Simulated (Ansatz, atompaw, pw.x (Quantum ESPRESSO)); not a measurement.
# Equation-of-state test of one PAW (atompaw) potential (gallium (Ga))

gallium, PAW, made with atompaw 4.2.0.5 (PBE, scalar-relativistic). Core [Ar] 3d10, reference 4s1.5 4p1.5. Waves: 4s (bound): rc 2.05 bohr; 4s channel at 1.9 Ry: rc 2.05 bohr; 4p (bound): rc 2.05 bohr; 4p channel at 0.2 Ry: rc 2.05 bohr. Local part: bessel scheme, radius 1.45 bohr. Core correction: smooth core density matched at 1.15 bohr. Augmentation charge: sinc compensation charge, radius 1.90 bohr; PAW radius 2.05 bohr; waves and projectors: custom polynom2 7 10 vanderbiltortho.

Atomic tests: cutoffs needed: 6 Ry and 12 Ry (the cutoffs (Ry, on a coarse ladder) from which the occupation-weighted sum of valence levels, in a spherical-Bessel basis at the reference potential, stays within 10 and 1 mRy of its value at 400 Ry); ghost test: no extra level below or beside the all-electron valence levels (s, p, d, f tested) (spherical-Bessel basis up to 400 Ry, 20 bohr box); lowest eigenvalue of the overlap operator: 0.03 (s channel).

Crystal test: fcc Ga in pw.x 7.5, no spin, 13³ k-points, Fermi–Dirac smearing 0.01 Ry, cutoffs 40/400 Ry. The reference is all-electron LAPW (Ansatz 0.2.0) with the same functional, mesh and smearing; V0 and B0 come from Birch–Murnaghan fits to the pressures at five volumes. Errors are pseudo minus all-electron; Δ is the rms difference of the E(V) curves that follow from these fits, minima aligned, over ±6 % about the mean V0. Mesh and smearing are coarse, so the numbers serve the comparison and aren't converged zero-temperature values; the lattice is a test structure that the element need not adopt.

All-electron: a0 = 4.236 Å (V0 = 19.00 Å³/atom), B0 = 48.8 GPa.

**Question.** How far does the potential miss the all-electron equation of state?

**Answer.** mean pressure error (GPa): -13.14. The pressure does not cross zero within the volumes sampled, so no fit is given. This is a poor potential for the solid. The pseudo pressure rises with volume over part of the range, a mechanical instability.

| V (Å³/atom) | P all-electron (GPa) | P pseudo (GPa) |
| --- | --- | --- |
| 18.074 | 2.74 | -12.94 |
| 18.549 | 1.23 | -13.03 |
| 19.025 | -0.07 | -13.08 |
| 19.501 | -1.20 | -13.07 |
| 19.976 | -2.17 | -13.05 |

**Question.** At the middle volume, how do free energy and pressure move when the wave cutoff is lowered (ecutrho held at 400 Ry)?

**Answer.**

| cutoff (Ry) | shift of F (meV/atom) | shift of P (GPa) |
| --- | --- | --- |
| 18 | +1.0 | -0.02 |
| 24 | +0.2 | -0.01 |
| 32 | +0.0 | +0.00 |

Input at the middle volume:

```
&control
  calculation='scf', prefix='x', pseudo_dir='./', outdir='./tmp', tstress=.true., disk_io='none'
/
&system
  ibrav=0, nat=1, ntyp=1, ecutwfc=40, ecutrho=400, nbnd=8,
  occupations='smearing', smearing='fd', degauss=0.01
/
&electrons
  conv_thr=1e-09, mixing_beta=0.4, electron_maxstep=70
/
ATOMIC_SPECIES
Ga 1.0 Ga.UPF
CELL_PARAMETERS angstrom
  0.00000000 2.11884029 2.11884029
  2.11884029 0.00000000 2.11884029
  2.11884029 2.11884029 0.00000000
ATOMIC_POSITIONS crystal
Ga 0.0000 0.0000 0.0000
K_POINTS automatic
13 13 13 0 0 0
```

```bash
pw.x < Ga.scf.in > Ga.scf.out
```

Lines of the output:

```
Message from routine setup:
     using ibrav=0 with symmetry is DISCOURAGED, use correct ibrav instead
     lattice parameter (alat)  =       5.6626  a.u.
     unit-cell volume          =     128.3871 (a.u.)^3
     number of electrons       =         3.00
     number of Kohn-Sham states=            8
     kinetic-energy cutoff     =      40.0000  Ry
     charge density cutoff     =     400.0000  Ry
     scf convergence threshold =      1.0E-09
     Exchange-correlation= SLA PW PBX PBC
     number of k points=    84  Fermi-Dirac smearing, width (Ry)=  0.0100
     negative rho (up, down):  5.422E-04 0.000E+00
     iteration #  1     ecut=    40.00 Ry     beta= 0.40
     negative rho (up, down):  8.947E-04 0.000E+00
     total energy              =    -153.55042962 Ry
     estimated scf accuracy    <       0.00120813 Ry
     iteration #  2     ecut=    40.00 Ry     beta= 0.40
     negative rho (up, down):  1.570E-03 0.000E+00
     total energy              =    -153.55022388 Ry
     estimated scf accuracy    <       0.00039600 Ry
     iteration #  3     ecut=    40.00 Ry     beta= 0.40
     negative rho (up, down):  1.615E-03 0.000E+00
     total energy              =    -153.55024359 Ry
     estimated scf accuracy    <       0.00000191 Ry
     iteration #  4     ecut=    40.00 Ry     beta= 0.40
     negative rho (up, down):  1.694E-03 0.000E+00
     total energy              =    -153.55025468 Ry
     estimated scf accuracy    <       0.00000021 Ry
     iteration #  5     ecut=    40.00 Ry     beta= 0.40
     negative rho (up, down):  1.479E-03 0.000E+00
     total energy              =    -153.55025587 Ry
     estimated scf accuracy    <       0.00000061 Ry
     iteration #  6     ecut=    40.00 Ry     beta= 0.40
     negative rho (up, down):  1.478E-03 0.000E+00
     the Fermi energy is     5.4497 ev
!    total energy              =    -153.55025595 Ry
     estimated scf accuracy    <          7.8E-11 Ry
     smearing contrib. (-TS)   =      -0.00209129 Ry
     The total energy is F=E-TS. E is the sum of the following terms:
     one-electron contribution =       2.82502689 Ry
     hartree contribution      =       0.01806444 Ry
     xc contribution           =     -18.68755385 Ry
     ewald contribution        =      -5.15278118 Ry
     one-center paw contrib.   =    -132.55092096 Ry
     convergence has been achieved in   6 iterations
     negative rho (up, down):  1.478E-03 0.000E+00
          total   stress  (Ry/bohr**3)                   (kbar)     P=     -130.76
     Message from routine punch:
     Nothing written, as per user request (disk_io='none')
```

The run at the middle volume (84 k-points, 6 iterations) took about 8 s on one core of a shared host (Intel(R) Xeon(R) Platinum 8259CL CPU @ 2.50GHz, 96 threads, 755 GiB, load 53).
